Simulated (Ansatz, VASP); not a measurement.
**BN: VASP beside Ansatz**

```xyz
2
Lattice="0.0000 1.6706 1.9325 1.9325 0.0000 1.9325 1.9325 1.6706 0.0000" Properties=species:S:1:pos:R:3 pbc="T T T"
B     0.0000    0.0000    0.0000
N     2.8987    2.5060    2.8987
```

Alike in both runs: task single point; functional PBE; k mesh 12 × 12 × 12; occupations gaussian, width 0.05 eV; no spin polarisation.

|  | VASP | Ansatz |
| --- | --- | --- |
| version | VASP 6.6.1 | Ansatz 0.2.0 |
| potentials or method | VASP PAW PBE potentials, release 64 (B, N) | scalar-relativistic, plane waves, PAW |
| plane-wave cutoff (eV) | 520 | 520 |
| valence electrons in the cell | 8 | 8 |

Ansatz gave:

```
gap on the k mesh at the Fermi level (eV)       : 2.34
least direct gap on the mesh (eV)               : 7.34
pressure (GPa)                                  : -16.4
largest component of the traceless stress (GPa) : 45.94
```

Task: What did VASP give for the same quantities?

Result: gap on the k mesh at the Fermi level (eV): 2.33; least direct gap on the mesh (eV): 7.33; pressure (GPa): -16.3; largest component of the traceless stress (GPa): 45.97.

The functional is the same, so the differences come from potentials, cutoffs and numerics.

Caveats: so large a pressure means that the cell lies far from this level's equilibrium, or that cutoff or potentials fall short (VASP). A k mesh can miss the band edges.
